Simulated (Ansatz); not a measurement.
# Structure relaxation of Sb

Method: DFT PBE, scalar-relativistic, plane waves, PAW in Ansatz. Cutoff 420 eV, Γ-centred k mesh, Gaussian smearing, no spin polarisation in the final step.

The start is a random cell of Sb with space group Fm-3m (No. 225), drawn with lower limits on the distances.

```
Sb
1.0
     0.00000    4.79494    4.79494
     4.79494    0.00000    4.79494
     4.79494    4.79494    0.00000
Sb
6
Direct
  0.16667 0.16667 0.83333
  0.83333 0.83333 0.16667
  0.16667 0.83333 0.16667
  0.83333 0.16667 0.83333
  0.83333 0.16667 0.16667
  0.16667 0.83333 0.83333
```

Steps on the 4×4×4 mesh (6 atoms). 9 of 9 steps are shown, and the free energy counts from the last. Trial steps that were taken back and renewals of the plane-wave basis can be among the rows.

| step | ΔF (meV/atom) | V (Å³/atom) | P (GPa) | largest force component (eV/Å) |
| --- | --- | --- | --- | --- |
| 1 | 6138.7 | 36.75 | 77.22 | 33.727 |
| 2 | 1583.7 | 38.60 | 25.57 | 10.705 |
| 3 | 722.7 | 44.42 | 10.25 | 5.008 |
| 4 | 227.8 | 42.38 | -0.19 | 0.848 |
| 5 | 119.8 | 36.84 | -0.27 | 0.658 |
| 6 | 49.2 | 31.59 | 2.53 | 0.884 |
| 7 | 0.1 | 31.68 | 0.84 | 0.018 |
| 8 | -0.8 | 32.33 | -0.21 | 0.004 |
| 9 | 0.0 | 32.33 | -0.27 | 0.004 |

A final relaxation ran on a 10×10×10 mesh. The relaxed crystal, Pm-3m (No. 221):

```
Sb
1.0
     4.57705    0.00000    0.00000
     0.00000    4.57705    0.00000
     0.00000    0.00000    4.57705
Sb
3
Direct
  0.00000 0.00000 0.50000
  0.00000 0.50000 0.00000
  0.50000 0.00000 0.00000
```

* Volume per atom: 31.96 Å³
* Density: 6.33 g/cm³
* Energy over the standard structure: 0.24 eV/atom
* Gap on the 10×10×10 mesh: 0 eV (a metal)

Energies count from the standard state of Sb at the same level.

The final run used a 10×10×10 mesh on its 3-atom cell and 0.10 eV smearing. The k mesh leaves about 4 meV/atom of noise in metals. Spin–orbit coupling is left out.

Symmetry constrained the relaxation, so the result can be a saddle point.